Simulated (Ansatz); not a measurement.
Levels of theory for Li₂Se (Fm-3m)

All numbers come from Ansatz 0.2.0. Calculated for a static, non-magnetic cell.

Li₂Se (started from an entry of an open crystallographic database), relaxed with r2SCAN. Space group Fm-3m (No. 225), cubic; conventional cell a = 5.987 Å, 17.88 Å³ an atom. Around Li lie 4 Se at 2.59 Å; around Se lie 8 Li at 2.59 Å.

```cif
data_structure
_symmetry_space_group_name_H-M 'Fm-3m'
_symmetry_Int_Tables_number 225
_cell_length_a 5.9869
_cell_length_b 5.9869
_cell_length_c 5.9869
_cell_angle_alpha 90.000
_cell_angle_beta 90.000
_cell_angle_gamma 90.000
_cell_volume 214.59
loop_
_atom_site_label
_atom_site_type_symbol
_atom_site_symmetry_multiplicity
_atom_site_Wyckoff_symbol
_atom_site_fract_x
_atom_site_fract_y
_atom_site_fract_z
_atom_site_occupancy
Li1 Li 8 c 0.25000 0.75000 0.75000 1
Se1 Se 4 a 0.00000 0.00000 0.00000 1
```

Relaxed lattice by functional, symmetry kept:
```csv
functional,k mesh,a (Å),volume (Å³/atom)
PBE,6×6×6,6.005,18.05
r2SCAN,6×6×6,5.987,17.88
PBEsol,6×6×6,5.945,17.51
LDA,6×6×6,5.847,16.66
HSE06,4×4×4,5.974,17.76
```

Gaps on the r2SCAN cell, each the least over its mesh and the special points:
```
                                    level  k mesh  gap (eV)      kind         edges  least direct gap (eV)        rough cost
                                      LDA   8×8×8      2.81  indirect         Γ → X                   3.23  2.1 core-seconds
                                      PBE   8×8×8      2.97  indirect         Γ → X                   3.42  2.7 core-seconds
                                  PBE+SOC   8×8×8      2.85  indirect         Γ → X                   3.29   12 core-seconds
                                   r2SCAN   8×8×8      3.48  indirect         Γ → X                   4.10    5 core-seconds
                                  r2SCANh   6×6×6      4.00  indirect         Γ → X                   4.63  2.5 core-minutes
                                    HSE06   6×6×6      3.82  indirect         Γ → X                   4.38  2.1 core-minutes
                                HSE06+SOC   4×4×4      3.68  indirect         Γ → X                   4.25    3 core-minutes
                                 DDH-PBE0   6×6×6      4.36  indirect         Γ → X                   4.91  2.3 core-minutes
                                     PBE0   6×6×6      4.48  indirect         Γ → X                   5.04    2 core-minutes
                                  r2SCAN0   6×6×6      4.78  indirect         Γ → X                   5.43  2.5 core-minutes
G0W0@PBE (160 empty bands, 120 eV, 4×4×4)   4×4×4      4.38         –  Γ → X (mesh)                      –   25 core-seconds
G0W0@PBE (397 empty bands, 220 eV, 4×4×4)   4×4×4      4.52         –  Γ → X (mesh)                      –    3 core-minutes
```
PBE: smearing of 0.02 eV; the others have fixed occupations.
Wave cutoffs: 420 eV, 500 eV (r2SCAN, r2SCANh, r2SCAN0).
The G0W0 gap is PBE's gap over the path plus the quasiparticle shift read on the mesh. G0W0 values are finite-basis, finite-mesh values.
Costs come from shared machines and give only the order; PBE's includes the band path. The runs had 2 threads of Arm Neoverse V1, with other jobs on the host.

With HSE06 the valence top lies at Γ and the conduction bottom at X, 3.82 eV higher; the smallest vertical gap, at Γ, is 4.38 eV. Spin-orbit coupling changes the PBE gap by -0.13 eV, to 2.85 eV; at Γ the threefold valence level splits into a fourfold and a twofold level 0.39 eV apart, the fourfold one on top.

Taking G0W0@PBE (397 empty bands, 220 eV, 4×4×4), 4.52 eV, as the yardstick (a computed one, not at the basis limit), PBE0 comes nearest, -0.04 eV off, at about 23 times r2SCAN's cost; G0W0 itself took about 40 times r2SCAN's cost. The others: DDH-PBE0 -0.16, r2SCAN0 +0.26, r2SCANh -0.52, HSE06 -0.70, r2SCAN -1.04, PBE -1.55, LDA -1.71 eV. The yardstick still moved by +0.13 eV in its last step of bands and cutoff, so this order can change. r2SCAN covers 60 % of the step from PBE to HSE06, while HSE06 needs about 24 times r2SCAN's cost (on a coarser mesh). Among these functionals the gap stays indirect.

On the PBEsol cell (a = 5.945 Å), with PBEsol: The zone-centre optical frequencies run from 286 to 351 cm⁻¹, none imaginary (the rest of the zone wasn't tested). With the long-range field the highest mode reaches 381 cm⁻¹. By the program's warning the force constants, and with them frequencies and ε⁰, aren't converged on this mesh. ε∞: 4.42 in all directions. With the ions relaxed, ε⁰ is 7.9 in all directions. Born charges, averaged over directions: Li +0.94, Se -1.88 e.

Only the levels marked +SOC include spin-orbit coupling.

The meshes of the hybrids are coarse, so their gaps aren't converged to the digits shown.
